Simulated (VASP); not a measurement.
# From VASP inputs to Ansatz: BP (zincblende)

INCAR

```
GGA = PS
ISMEAR = -1
IBRION = 2
PREC = Accurate
SIGMA = 0.02
LASPH = .TRUE.
NSW = 40
EDIFFG = -5E-3
EDIFF = 1E-7
ENCUT = 600
NELM = 120
LCHARG = .FALSE.
LWAVE = .FALSE.
ISIF = 3
NBANDS = 11
LREAL = .FALSE.
```

KPOINTS

```
KPOINTS created by Atomic Simulation Environment
0
Gamma
8 8 8
0 0 0
```

POSCAR

```
B  P
 1.0000000000000000
     0.0000000000000000    2.2741914318496281    2.2741914318496281
     2.2741914318496281    0.0000000000000000    2.2741914318496281
     2.2741914318496281    2.2741914318496281    0.0000000000000000
 B   P
   1   1
Cartesian
  0.0000000000000000  0.0000000000000000  0.0000000000000000
  1.1370957159248141  1.1370957159248141  1.1370957159248141
```

VASP ran with the recommended PBE PAW datasets (8 valence electrons in the cell).

Question: Write an Ansatz input for this cell and level of theory.

Answer: 

```yaml
crystal:
  lattice:
    - [0.0, 2.2741914318, 2.2741914318]
    - [2.2741914318, 0.0, 2.2741914318]
    - [2.2741914318, 2.2741914318, 0.0]
  atoms:
    - { symbol: B, position: [0.0, 0.0, 0.0] }
    - { symbol: P, position: [0.25, 0.25, 0.25] }
kpoints:
  mp_grid: { grid: [8, 8, 8] }
hamiltonian:
  xc: pbesol
scf:
  occupations: { method: fermi_dirac, width: 0.02 }
relax:
  f_tol: 0.005
  cell: {}
```

Other inputs would serve too.

```tsv
	VASP	Ansatz
relaxed cell vector lengths	3.197, 3.197, 3.197 Å	3.196, 3.196, 3.196 Å
relaxed cell volume	23.11 Å³	23.09 Å³
```

The two codes use different PAW datasets and cutoffs. VASP's cell holds 8 valence electrons and Ansatz's 8.
